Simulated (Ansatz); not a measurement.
# Cobalt, hcp under LDA: structure, energy and stiffness

Aim: take cobalt in the hcp structure, relax it, solve it on a dense k-mesh, switch on spin-orbit coupling, then scale the cell to 7 volumes from 88 to 112 % of the relaxed one and try a fit of the equation of state. The start is antiferromagnetic (alternate layers). The k-meshes are 14×14×8 for the relaxation; 24×24×13 for the dense run; 15×15×8 for spin-orbit coupling; 24×24×13 for the volumes. The starting cell is the deposited one, from the Crystallography Open Database.

Method: DFT LDA (PW92), plane waves (420 eV) with PAW, scalar-relativistic; PBE-made PAW files, in Ansatz 0.2.0.

## 1. Starting point

The structure is hexagonal, space group P6_3/mmc (No. 194). Conventional cell: a = 2.507 Å, b = 2.507 Å, c = 4.069 Å, α = 90.00°, β = 90.00°, γ = 120.00°. Around Co (site symmetry -6m2) lie 12 Co at 2.50 to 2.51 Å.

Structure file:

```
CELL_PARAMETERS angstrom
2.50710 0.00000 0.00000
-1.25355 2.17121 0.00000
0.00000 0.00000 4.06860
ATOMIC_POSITIONS crystal
Co 0.33333 0.66667 0.25000
Co 0.66667 0.33333 0.75000
```

Starting moments (μB): +1.7, -1.7.

## 2. Geometry optimisation

input.yaml

```yaml
crystal:
  lattice:
    - [2.5070990085, 0.0, 0.0]
    - [-1.2535495042, 2.1712114311, 0.0]
    - [0.0, 0.0, 4.0686]
  atoms:
    - { symbol: Co, position: [0.3333333333, 0.6666666667, 0.25], spin: 1.7 }
    - { symbol: Co, position: [0.6666666667, 0.3333333333, 0.75], spin: -1.7 }
hamiltonian:
  xc: lda
  pseudopotentials:
    kind: paw
    azcp:
      Co: "pseudopotentials/Co.paw.azcp"
basis:
  ecutwfc: 420
  fft_grid_basis: typed
kpoints:
  mp_grid: { grid: [14, 14, 8], shift: [0, 0, 0] }
magnetization:
  spin_polarized: true
scf:
  occupations: { method: fermi_dirac, width: 0.05 }
relax:
  max_steps: 60
  f_tol: 0.01
  cell: {}
```

The program printed:

```text
Warning: <dir> the record states the generating functional pbe (its physics header spells it `PBE`), which answers neither for hamiltonian.xc's functional nor for the lda family's — results may be inconsistent (PPs are generated against a specific XC)
Warning: RAYON_NUM_THREADS=4 ignored (pool sized by the plan → 4); use --threads N
Engine: ansatz 0.2.0, aarch64-unknown-linux-gnu
Pseudopotentials: kind: paw
Pseudopotential: Co, paw, valence charge 17, recommended cutoff 420 eV (normal), <dir>
Functional definition: SPW92
  exchange = slater_x
  correlation = pw_c
Crystal: 2 atoms, lattice volume = 22.147 Å³
Basis set: ecut = 420 eV, 415 PW (Γ)
Bands: 23, of which v1, the nominal top of the filled ones, is band 17 counted from 1 (16 counted from 0)
Symmetry: 12 space group operations
Space group: P-6m2 (ITA 187), of the structure as read, at distance tolerance 2.8e-5 Å
Magnetic group: BNS 194.267 (UNI 1497), of the structure as read, at distance tolerance 2.8e-5 Å
k-points: 120 of 1568 (time reversal used)
Non-local potential: Co, projectors of the file, l = 0: 3, l = 1: 2, l = 2: 3, l = 3: 1
PAW form: soft (Blöchl's): semilocal exchange-correlation on the pseudo side does not see the compensation charge
PAW frozen core: Co, regenerated for the run's functional, and the local potential with it (the file was generated under x = pbe(κ = 0.804, μ = 0.2195149727645171), c = pbe(β = 0.06672455060314922))
PAW one-centre angular grid: Co, 590 points (default); XC on 64 Gauss nodes
Initial density: superposition of atomic densities (chi_scale 0.1, normalization cell)
Starting moments: Σ|m| = 3.4 μB on 2 of 2 sites
Starting magnetic order: antiferromagnet; an inversion exchanges its spin sublattices: spin-degenerate at every k-point
Initial wavefunctions: pseudopotential atomic-orbital guess
Functional: x = slater, c = lda
SCF iter   1: F=—  HF=-10124.584210 eV  |F-HF|=—  |Δ(HF+E_count)|=         —  Δρ=7.85e-2 (↑7.85e-2 ↓7.85e-2)  dr2=3.00e0  dr2_m=1.91e-2  M=-0.000 μB ∫|m|=3.063 μB  β_m=0.30  ethr=3.10e-3  ⟨swp⟩=5.5  Hψ=21086  notcnv=0  defer=15
Mixer restart at iter 1: flushing history
preconditioner: auto → none  [metal: Δε(μ)=0.012 eV  Ē_g=8.889 eV  σ=0.050 eV  W_gap=0.06  n_scr=8 (ndim 8)  ℏωp=33.5 eV  f_vac=0.000  D(μ)=3.80/eV (n_scr^D=66)  sad-step TF]
SCF iter   2: F=—  HF=-10123.597367 eV  |F-HF|=—  |Δ(HF+E_count)|=   9.87e-1  Δρ=1.97e-2 (↑1.97e-2 ↓1.97e-2)  dr2=2.01e-1  dr2_m=1.14e-2  M=0.000 μB ∫|m|=3.049 μB  β_m=0.34  ethr=3.10e-3  ⟨swp⟩=2.3  Hψ=11094  notcnv=0  defer=62
SCF iter   3: F=—  HF=-10124.180756 eV  |F-HF|=—  |Δ(HF+E_count)|=         —  Δρ=5.16e-2 (↑5.16e-2 ↓5.16e-2)  dr2=1.33e-2  dr2_m=5.31e-1  M=0.000 μB ∫|m|=2.370 μB  β_m=0.34  ethr=5.92e-4  ⟨swp⟩=2.0  Hψ=7046  notcnv=0  defer=62
Mixer restart at iter 3: flushing history
SCF iter   4: F=—  HF=-10124.551408 eV  |F-HF|=—  |Δ(HF+E_count)|=   3.71e-1  Δρ=4.59e-2 (↑4.59e-2 ↓4.59e-2)  dr2=8.64e-3  dr2_m=4.23e-1  M=0.000 μB ∫|m|=2.217 μB  β_m=0.33  ethr=3.92e-5  ⟨swp⟩=2.0  Hψ=10644  notcnv=0  defer=62
SCF iter   5: F=—  HF=-10124.962486 eV  |F-HF|=—  |Δ(HF+E_count)|=   4.11e-1  Δρ=2.33e-2 (↑2.33e-2 ↓2.33e-2)  dr2=2.39e-2  dr2_m=1.01e-1  M=-0.000 μB ∫|m|=1.856 μB  β_m=0.57  ethr=2.54e-5  ⟨swp⟩=2.0  Hψ=11512  notcnv=0  defer=66
SCF iter   6: F=—  HF=-10124.972904 eV  |F-HF|=—  |Δ(HF+E_count)|=   1.04e-2  Δρ=2.66e-2 (↑2.66e-2 ↓2.50e-2)  dr2=1.21e-1  dr2_m=8.08e-2  M=-0.013 μB ∫|m|=1.219 μB  β_m=0.39  ethr=2.54e-5  ⟨swp⟩=3.0  Hψ=13723  notcnv=0  defer=80
SCF iter   7: F=—  HF=-10126.348524 eV  |F-HF|=—  |Δ(HF+E_count)|=         —  Δρ=2.57e-1 (↑2.57e-1 ↓2.56e-1)  dr2=4.67e-3  dr2_m=1.33e1  M=-2.994 μB ∫|m|=3.094 μB  β_m=0.39  ethr=2.54e-5  ⟨swp⟩=2.0  Hψ=11486  notcnv=0  defer=80
Mixer restart at iter 7: flushing history
SCF iter   8: F=—  HF=-10125.621119 eV  |F-HF|=—  |Δ(HF+E_count)|=   7.27e-1  Δρ=1.60e-1 (↑1.60e-1 ↓1.56e-1)  dr2=3.54e-3  dr2_m=5.07e0  M=-2.993 μB ∫|m|=3.114 μB  β_m=0.70  ethr=1.37e-5  ⟨swp⟩=2.1  Hψ=10849  notcnv=0  defer=80
SCF iter   9: F=—  HF=-10125.387572 eV  |F-HF|=—  |Δ(HF+E_count)|=   2.34e-1  Δρ=2.47e-2 (↑1.79e-2 ↓2.47e-2)  dr2=6.16e-3  dr2_m=9.10e-2  M=-3.106 μB ∫|m|=3.318 μB  β_m=0.56  ethr=1.04e-5  ⟨swp⟩=2.6  Hψ=14032  notcnv=0  defer=88
SCF iter  10: F=—  HF=-10125.381380 eV  |F-HF|=—  |Δ(HF+E_count)|=   6.19e-3  Δρ=1.55e-2 (↑1.55e-2 ↓9.53e-3)  dr2=7.49e-3  dr2_m=3.15e-2  M=-3.112 μB ∫|m|=3.332 μB  β_m=0.78  ethr=1.04e-5  ⟨swp⟩=2.0  Hψ=11048  notcnv=0  defer=93
SCF iter  11: F=—  HF=-10125.384096 eV  |F-HF|=—  |Δ(HF+E_count)|=   2.72e-3  Δρ=1.12e-2 (↑4.22e-3 ↓1.12e-2)  dr2=3.85e-2  dr2_m=3.55e-3  M=-3.117 μB ∫|m|=3.345 μB  β_m=0.66  ethr=1.04e-5  ⟨swp⟩=2.1  Hψ=10974  notcnv=0  defer=93
SCF iter  12: F=—  HF=-10125.384835 eV  |F-HF|=—  |Δ(HF+E_count)|=   7.40e-4  Δρ=1.12e-2 (↑1.12e-2 ↓5.79e-3)  dr2=4.25e-2  dr2_m=3.08e-3  M=-3.120 μB ∫|m|=3.354 μB  β_m=0.45  ethr=1.04e-5  ⟨swp⟩=2.2  Hψ=11078  notcnv=0  defer=93
SCF iter  13: F=—  HF=-10125.380659 eV  |F-HF|=—  |Δ(HF+E_count)|=   4.18e-3  Δρ=2.23e-3 (↑2.23e-3 ↓9.61e-4)  dr2=1.40e-3  dr2_m=1.85e-4  M=-3.119 μB ∫|m|=3.355 μB  β_m=0.69  ethr=1.04e-5  ⟨swp⟩=2.0  Hψ=11216  notcnv=0  defer=93
SCF iter  14: F=—  HF=-10125.380560 eV  |F-HF|=—  |Δ(HF+E_count)|=   9.89e-5  Δρ=2.88e-4 (↑2.88e-4 ↓1.23e-4)  dr2=1.25e-5  dr2_m=5.67e-6  M=-3.119 μB ∫|m|=3.356 μB  β_m=0.83  ethr=4.11e-6  ⟨swp⟩=1.4  Hψ=6676  notcnv=0  defer=90
SCF iter  15: F=—  HF=-10125.380561 eV  |F-HF|=—  |Δ(HF+E_count)|=   1.05e-6  Δρ=9.83e-5 (↑9.83e-5 ↓4.92e-5)  dr2=1.98e-6  dr2_m=1.04e-6  M=-3.119 μB ∫|m|=3.356 μB  β_m=0.70  ethr=3.67e-8  ⟨swp⟩=2.1  Hψ=8815  notcnv=0  defer=90
SCF iter  16: F=—  HF=-10125.380561 eV  |F-HF|=—  |Δ(HF+E_count)|=   1.94e-8  Δρ=3.16e-5 (↑3.16e-5 ↓1.71e-5)  dr2=4.66e-7  dr2_m=2.36e-8  M=-3.119 μB ∫|m|=3.356 μB  β_m=0.85  ethr=5.84e-9  ⟨swp⟩=1.3  Hψ=5810  notcnv=0  defer=90
SCF iter  17: F=—  HF=-10125.380561 eV  |F-HF|=—  |Δ(HF+E_count)|=   4.36e-8  Δρ=7.33e-6 (↑7.33e-6 ↓1.63e-6)  dr2=9.02e-9  dr2_m=3.73e-9  M=-3.119 μB ∫|m|=3.356 μB  β_m=0.87  ethr=1.37e-9  ⟨swp⟩=1.5  Hψ=5889  notcnv=0  defer=90
SCF iter  18: F=-10125.380561 eV  HF=-10125.380561 eV  |F-HF|=1.32e-8  |Δ(HF+E_count)|=  4.13e-10  Δρ=7.64e-6 (↑7.64e-6 ↓5.10e-7)  dr2=1.49e-8  dr2_m=2.71e-9  M=-3.119 μB ∫|m|=3.356 μB  ethr=2.65e-11  ⟨swp⟩=1.9  Hψ=15953  notcnv=0
WARN: the starting moments were not kept: 1 of 2 ended reversed and 1 kept their direction, counting a site from 0.1 μB. The largest reversed, site 0 (counted from 0, in the order of the report's site_moments_mub), started with +1.7 μB and closes at -1.6e0 μB in its sphere. The starting moments cancel, and the net magnetisation is 3.2e0 μB in size, over 0.1 of its absolute magnetisation of 3.3e0 μB. The SCF closed on another magnetic arrangement than the starting moments describe; that does not show which of the two is lower. To try another start: change the starting moments (crystal.atoms[].spin, magnetization.per_species, magnetization.initial_magnetization, or on a non-collinear deck that types none of these the spinor_matrix: blocks that start its atoms; where the total moment is fixed, keep their sum and leave initial_magnetization as it is; typed ones take the place of any that the run laid by itself, positive ones on a crystal's lanthanoids without a Hubbard term where scf.initial_density.shell_occupations: [] is typed); see also scf.mixing.spin_hold.
SCF 1 converged in 18 iterations: F = -10125.380561 eV  dr2 = 1.49e-8
relax step   1: F+E_penalty+E_count = -10125.38056089 eV  Δ(F+E_penalty+E_count) = +0.000e0 eV  max|allowed force component| = 7.401e-17 eV/Å  Δτ_max = 0.0000 Å  P = -22.076 GPa  Ω = 22.147 Å³  (18 SCF iters, dr2 threshold 1.00e-7 eV, accepted)
[... from here on, the SCF cycles and remarks between the steps are left out ...]
relax step   2: F+E_penalty+E_count = -10125.51682702 eV  Δ(F+E_penalty+E_count) = -1.363e-1 eV  max|allowed force component| = 1.203e-16 eV/Å  Δτ_max = 0.0000 Å  P = -10.348 GPa  Ω = 20.860 Å³  energy of the carried Pulay correction = +2.464e-3 eV  (10 SCF iters, dr2 threshold 2.00e-7 eV, accepted)
relax step   3: F+E_penalty+E_count = -10125.54498837 eV  Δ(F+E_penalty+E_count) = -2.816e-2 eV  max|allowed force component| = 6.939e-17 eV/Å  Δτ_max = 0.0000 Å  P = +2.773 GPa  Ω = 19.842 Å³  energy of the carried Pulay correction = +4.518e-3 eV  (10 SCF iters, dr2 threshold 2.00e-7 eV, accepted)
relax step   4: F+E_penalty+E_count = -10125.54620816 eV  Δ(F+E_penalty+E_count) = -1.220e-3 eV  max|allowed force component| = 8.327e-17 eV/Å  Δτ_max = 0.0000 Å  P = -0.193 GPa  Ω = 20.049 Å³  energy of the carried Pulay correction = +4.093e-3 eV  (10 SCF iters, dr2 threshold 2.00e-7 eV, accepted)
relax step   5: F+E_penalty+E_count = -10125.54624473 eV  Δ(F+E_penalty+E_count) = -3.657e-5 eV  max|allowed force component| = 3.469e-17 eV/Å  Δτ_max = 0.0000 Å  P = -0.002 GPa  Ω = 20.035 Å³  energy of the carried Pulay correction = +4.121e-3 eV  (7 SCF iters, dr2 threshold 1.29e-7 eV, accepted)
relax step   6: F+E_penalty+E_count = -10125.54404548 eV  Δ(F+E_penalty+E_count) = +2.199e-3 eV  max|allowed force component| = 4.626e-17 eV/Å  Δτ_max = 0.0000 Å  P = -0.236 GPa  Ω = 20.035 Å³  stress off target by 2.48e-1 GPa  SCF on the basis re-selected at this cell (its energy is not comparable with the rows above)  (13 SCF iters)
relax step   7: F+E_penalty+E_count = -10125.54409024 eV  Δ(F+E_penalty+E_count) = -4.476e-5 eV  max|allowed force component| = 7.401e-17 eV/Å  Δτ_max = 0.0000 Å  P = +0.001 GPa  Ω = 20.018 Å³  energy of the carried Pulay correction = +3.250e-5 eV  (8 SCF iters, dr2 threshold 1.53e-7 eV, accepted)
relax step   8: F+E_penalty+E_count = -10125.54405785 eV  Δ(F+E_penalty+E_count) = +3.239e-5 eV  max|allowed force component| = 7.864e-17 eV/Å  Δτ_max = 0.0000 Å  P = -0.002 GPa  Ω = 20.018 Å³  stress off target by 2.07e-3 GPa  SCF on the basis re-selected at this cell (its energy is not comparable with the rows above)  (7 SCF iters)
basis re-selected at this cell: Δ(F+E_penalty+E_count) = +3.239e-5 eV, ΔP = -0.003 GPa vs the last step (what re-selecting the basis moved, of the pressure what is left beyond the Pulay correction that the steps carried, after the strain that the cell walked since its last selection, with what the two solves' SCF thresholds leave and, on support functions, any second-order correction that the steps lacked; it is no measure of the basis error at this ecutwfc). This SCF's stress stands 2.07e-3 GPa from its target on what of the cell is left free (relax.cell.stress_tol is 5.00e-2 GPa) and its largest allowed force component is 7.86e-17 eV/Å (relax.f_tol is 1.00e-2 eV/Å): within both
SCF converged after 7 iterations
Magnetization: -3.0214 μB (15.4893 up, 18.5107 down)
Absolute magnetization: 3.2165 μB (∫|ρ↑−ρ↓|, with the PAW one-centre terms)
Spin contamination: 0.0311 ħ² per cell (⟨S²⟩ above its minimum at these occupations)
Per-site moments (μB) at R_I (Å): [(-1.5559834967799222, 0.9944276961674561), (-1.5559838113890385, 0.9944276961674561)]
Free energy (F): -10125.544058 eV
Harris-Foulkes:  -10125.544058 eV  (|F-HF|=9.09e-12)
Internal energy: -10125.531634 eV  (E = F + TS)
E sigma→0 (E₀):  -10125.537846 eV
Entropy (-TS):   -0.012424 eV (-6.212 meV/atom)
Fermi energy:    20.099234 eV
--- Per-component energies (eV) ---
  E_band       = -434.100347
  E_kinetic    = 912.884557
  E_local      = -5442.171751  (includes V_loc(G=0)·N_el)
  E_nonlocal   = 918.565752
  E_hartree    = 2283.601465
  E_xc         = -317.059191
  E_vxc        = -411.636855  (∫ρ·V_xc dr)
  E_paw        = -2905.238874  (= ΣΔE_a)
  E_vpaw       = -978.944716  (= ΣTr[D̂ρ^β])
  E_aug_tail   = 0.000067  (compensation charges beyond the density's cutoff)
  E_ewald      = -5576.950161
  E_core_change = 0.836501  (= ΣΔE_core)
  E_smearing   = -0.012424  (= −TS)
  E_closure    = -0.000000  (closes the sum)
  Σ components = -10125.544058   (vs F -10125.544058, Δ=0.00e0)
--- Forces (eV/Å), atoms counted from 1 ---
  atom   1  Co    -0.00000000     0.00000000     0.00000000
  atom   2  Co    -0.00000000    -0.00000000     0.00000000
  max |Σ_I F_I| component: 2.78e-17 eV/Å
--- Stress (GPa, compression-positive) ---
       -0.002072       0.000000       0.000000
       -0.000000      -0.002072       0.000000
        0.000000       0.000000      -0.001435
  P = ⅓ Tr σ = -0.0019 GPa (-0.019 kbar)
--- Relaxed structure (6 steps of the walk, 6 accepted, 2 SCFs on fresh bases) ---
  F+E_penalty+E_count = -10125.54405785 eV   max|allowed force component| = 7.864e-17 eV/Å   (the final SCF, on the basis selected at the relaxed cell)
  cell:  # Å, volume = 20.0184 Å³
    - [2.4273813297355993, -2.7949584630644363e-11, -2.0632586977729736e-33]
    - [-1.2136906648435946, 2.1021738962370553, 2.4710237643710966e-33]
    - [-3.3483218290716944e-33, 2.6972592511966427e-33, 3.923048537729896]
  atoms:
    - { symbol: Co, position: [0.33333333333333326, 0.6666666666666666, 0.24999999999999994] }
    - { symbol: Co, position: [0.6666666666666666, 0.33333333333333326, 0.7499999999999999] }
```

Wall time 58 s (4 threads of an Arm CPU, shared host); peak memory 0.47 GiB.

The walk, from the log:

```
step  energy change (meV/atom)  largest force (eV/Å)  pressure (GPa)  volume (Å³/atom)
   1                      0.00                0.0000          -22.08            11.074
   2                    -68.13                0.0000          -10.35            10.430
   3                    -82.21                0.0000            2.77             9.921
   4                    -82.82                0.0000           -0.19            10.024
   5                    -82.84                0.0000            0.00            10.018
   6                    -81.74                0.0000           -0.24            10.018
   7                    -81.76                0.0000            0.00            10.009
   8                    -81.75                0.0000            0.00            10.009
```

Steps that repeat a cell are solved on a basis chosen anew, so their changes of energy are no gain of the relaxation.

The cell of the run, before and after:

|  | before | after | change |
| --- | --- | --- | --- |
| a (Å) | 2.507 | 2.427 | -3.2 % |
| b (Å) | 2.507 | 2.427 | -3.2 % |
| c (Å) | 4.069 | 3.923 | -3.6 % |
| volume (Å³/atom) | 11.074 | 10.009 | -9.6 % |
| shortest distance (Å) | 2.497 | 2.411 | -3.4 % |
| space group (spins left aside) | P6_3/mmc | P6_3/mmc | same |

## 3. The energy on a finer k-mesh

input.yaml

```yaml
crystal:
  lattice:
    - [2.4273813297, 0.0, 0.0]
    - [-1.2136906648, 2.1021738962, 0.0]
    - [0.0, 0.0, 3.9230485377]
  atoms:
    - { symbol: Co, position: [0.3333333333, 0.6666666667, 0.25], spin: -1.556 }
    - { symbol: Co, position: [0.6666666667, 0.3333333333, 0.75], spin: -1.556 }
hamiltonian:
  xc: lda
  pseudopotentials:
    kind: paw
    azcp:
      Co: "pseudopotentials/Co.paw.azcp"
basis:
  ecutwfc: 420
  fft_grid_basis: typed
kpoints:
  mp_grid: { grid: [24, 24, 13], shift: [0, 0, 0] }
magnetization:
  spin_polarized: true
scf:
  occupations: { method: fermi_dirac, width: 0.05 }
```

The program printed, shortened:

```text
Warning: <dir> the record states the generating functional pbe (its physics header spells it `PBE`), which answers neither for hamiltonian.xc's functional nor for the lda family's — results may be inconsistent (PPs are generated against a specific XC)
Warning: RAYON_NUM_THREADS=4 ignored (pool sized by the plan → 4); use --threads N
[...]
[... 3 set-up lines as earlier in the session ...]
[...]
Crystal: 2 atoms, lattice volume = 20.018 Å³
Basis set: ecut = 420 eV, 391 PW (Γ)
Bands: 23, of which v1, the nominal top of the filled ones, is band 17 counted from 1 (16 counted from 0)
Symmetry: 24 space group operations
Space group: P63/mmc (ITA 194), of the structure as read, at distance tolerance 2.7e-5 Å
Magnetic group: BNS 194.263 (UNI 1493), of the structure as read, at distance tolerance 2.7e-5 Å
k-points: 427 of 7488
[...]
Starting moments: Σ|m| = 3.112 μB on 2 of 2 sites
[...]
SCF iter   1: F=—  HF=-10125.011765 eV  |F-HF|=—  |Δ(HF+E_count)|=         —  Δρ=1.03e-1 (↑1.03e-1 ↓8.11e-2)  dr2=3.73e0  dr2_m=4.07e-2  M=-2.732 μB ∫|m|=2.813 μB  β_m=0.30  ethr=3.10e-3  ⟨swp⟩=5.3  Hψ=73882  notcnv=0
[...]
SCF iter  11: F=-10125.542188 eV  HF=-10125.542188 eV  |F-HF|=1.86e-10  |Δ(HF+E_count)|=   1.95e-9  Δρ=1.44e-6 (↑1.44e-6 ↓8.25e-7)  dr2=1.92e-10  dr2_m=3.60e-11  M=-3.026 μB ∫|m|=3.219 μB  ethr=2.52e-11  ⟨swp⟩=1.0  Hψ=53872  notcnv=0
[...]
SCF converged after 11 iterations
Magnetization: -3.0264 μB (15.4868 up, 18.5132 down)
Absolute magnetization: 3.2199 μB (∫|ρ↑−ρ↓|, with the PAW one-centre terms)
Spin contamination: 0.0310 ħ² per cell (⟨S²⟩ above its minimum at these occupations)
Per-site moments (μB) at R_I (Å): [(-1.558100359755286, 0.9944276961581299), (-1.5581003597552856, 0.9944276961581299)]
Free energy (F): -10125.542188 eV
[...]
E sigma→0 (E₀):  -10125.535380 eV
Entropy (-TS):   -0.013615 eV (-6.808 meV/atom)
Fermi energy:    20.091073 eV
[...]
```

Wall time 13 s (4 threads of an Arm CPU, shared host); peak memory 0.6 GiB.

## 4. With spin-orbit coupling

input.yaml

```yaml
crystal:
  lattice:
    - [2.4273813297, 0.0, 0.0]
    - [-1.2136906648, 2.1021738962, 0.0]
    - [0.0, 0.0, 3.9230485377]
  atoms:
    - { symbol: Co, position: [0.3333333333, 0.6666666667, 0.25], spin: -1.558, spin_axis: [0, 0, 1] }
    - { symbol: Co, position: [0.6666666667, 0.3333333333, 0.75], spin: -1.558, spin_axis: [0, 0, 1] }
hamiltonian:
  xc: lda
  pseudopotentials:
    kind: paw_fr
    azcp:
      Co: "pseudopotentials/Co.paw.azcp"
basis:
  ecutwfc: 420
  fft_grid_basis: typed
kpoints:
  mp_grid: { grid: [15, 15, 8], shift: [0, 0, 0] }
magnetization:
  noncollinear: true
  spin_orbit: true
scf:
  occupations: { method: fermi_dirac, width: 0.05 }
```

The program printed, shortened:

```text
Warning: <dir> the record states the generating functional pbe (its physics header spells it `PBE`), which answers neither for hamiltonian.xc's functional nor for the lda family's — results may be inconsistent (PPs are generated against a specific XC)
Warning: RAYON_NUM_THREADS=4 ignored (pool sized by the plan → 4); use --threads N
[...]
Pseudopotentials: kind: paw_fr
Pseudopotential: Co, paw_fr, valence charge 17, recommended cutoff 420 eV (normal), <dir>
[... 1 set-up line as earlier in the session ...]
[...]
Crystal: 2 atoms, lattice volume = 20.018 Å³
Basis set: ecut = 420 eV, 391 PW (Γ)
Bands: 42, of which v1, the nominal top of the filled ones, is band 34 counted from 1 (33 counted from 0)
Symmetry: 12 space group operations + 12 with time reversal
Magnetic group: BNS 194.270 (UNI 1500), of the structure as read, at distance tolerance 2.7e-5 Å
k-points: 135 of 1800 (time reversal used)
Projection manifold: j_resolved (fully-relativistic pseudo-atomic orbitals)
[...]
Starting moments: Σ|m| = 3.116 μB on 2 of 2 sites
[...]
SCF iter   1: F=—  HF=-10126.069828 eV  |F-HF|=—  |Δ(HF+E_count)|=         —  Δρ=8.28e-2  dr2=7.00e-1  dr2_m=1.47e-1  ethr=1.98e-3  |M|=2.84e0 ∫|m|=2.89e0 μB  |m|>n=0.0e0 m-floor=0.0e0 τ_xc=3.2e-48  β_m=0.30  ⟨swp⟩=1.1  Hψ=35226  notcnv=0
[...]
spin-set hold released at iteration 6 (site moments contracting): the magnetisation degrees of freedom join the quasi-Newton model from the next iteration; the mixer history was flushed
[...]
SCF iter  12: F=-10126.018001 eV  HF=-10126.018001 eV  |F-HF|=4.57e-10  |Δ(HF+E_count)|=   3.32e-8  Δρ=4.87e-6  dr2=1.02e-9  dr2_m=1.09e-9  ethr=2.94e-10  |M|=3.03e0 ∫|m|=3.22e0 μB  |m|>n=0.0e0 m-floor=0.0e0 τ_xc=1.6e-20  ⟨swp⟩=1.2  Hψ=16456  notcnv=0
[...]
SCF converged after 12 iterations
Magnetization: |M| = 3.0342 μB,  M = (+0.0000, +0.0000, -3.0342) μB
Absolute magnetization: 3.2220 μB (∫|m|, with the PAW one-centre terms)
  site 0: m = (+0.0000, +0.0000, -1.5606) μB, |m| = 1.5606 μB  (R = 0.99 Å)
  site 1: m = (-0.0000, -0.0000, -1.5606) μB, |m| = 1.5606 μB  (R = 0.99 Å)
Free energy (F): -10126.018001 eV
[...]
E sigma→0 (E₀):  -10126.010952 eV
Entropy (-TS):   -0.014098 eV (-7.049 meV/atom)
Fermi energy:    20.103955 eV
[...]
```

It took 19 s on 4 threads of an Arm CPU, shared host; peak memory 0.57 GiB.

Side by side:

```
                          scalar-relativistic      with spin-orbit coupling
         k-mesh                      24×24×13                       15×15×8
gap on the mesh  none (levels filled in part)  none (levels filled in part)
 magnetic state                 ferromagnetic                 ferromagnetic
```

The meshes differ, so small differences between the columns need not come from spin-orbit coupling.

(Part 1 of 2 ends here.)
